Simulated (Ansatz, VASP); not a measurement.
# One calculation of ZnAu, two programs

```
Zn Au
1.0
     3.12878    0.00000    0.00000
     0.00000    3.12878    0.00000
     0.00000    0.00000    3.12878
Zn Au
1 1
Direct
  0.50000 0.50000 0.50000
  0.00000 0.00000 0.00000
```

Alike in both runs: functional PBEsol; k mesh 14 × 14 × 14; occupations fermi-dirac, width 0.15 eV; no spin polarisation.

Ansatz relaxed the structure, and its values are those at the end. VASP's run is a single point on that final structure, the one shown.

```csv
,VASP,Ansatz
version,VASP 6.6.1,Ansatz 0.2.0
potentials or method,"VASP PAW PBE potentials, release 64 (Zn, Au)","scalar-relativistic, plane waves, PAW"
plane-wave cutoff (eV),520,420
valence electrons in the cell,23,31
```

```csv
,VASP,Ansatz,Ansatz less VASP
gap on the k mesh at the Fermi level (eV),none,none,-
pressure (GPa),0.1,0.0,-0.13
```

A gap of «none» marks a metal or a gap that the smearing closes. The two sets of potentials don't hold the same shells in valence.

Caveats: the PAW data sets were made with another functional, which shifts forces and pressure a little (VASP). The runs have no spin-orbit coupling, so splittings on Au are missing.
